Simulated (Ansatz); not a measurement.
Wires are cut from relaxed bulk Pt (Fm-3m, 15.64 Å³/atom, gap on the mesh 0.00 eV); atoms and period are relaxed, and energies count from that bulk.

All numbers below come from DFT PBE, scalar-relativistic, plane waves, PAW in Ansatz 0.2.0.

Cutoff 420 eV, Gaussian smearing of 0.05 eV, energies at zero smearing, symmetry of each start kept, no spin polarisation.

| start | atoms | k mesh | excess energy (eV per host atom) | line energy (eV/Å) | period (Å) | gap on the mesh (eV) | highest filled level or Fermi level under vacuum (eV) |
| --- | --- | --- | --- | --- | --- | --- | --- |
| [001] wire, 7 host atoms a period* | 7 | 1×1×14 | 1.058 | 2.810 | 2.637 | 0 | 5.49 |
| [001] wire, 9 host atoms a period* | 9 | 1×1×14 | 0.825 | 2.805 | 2.646 | 0 | 5.50 |

* ends far from its start.

Spin-orbit coupling is left out, which matters for the bands of heavy elements.

Each run keeps its start's symmetry and one magnetic start, so lower states can exist.

Cost: 2 runs of about 36 core-minutes in all, on AMD EPYC 7R43 (Zen 3) (shared hosts).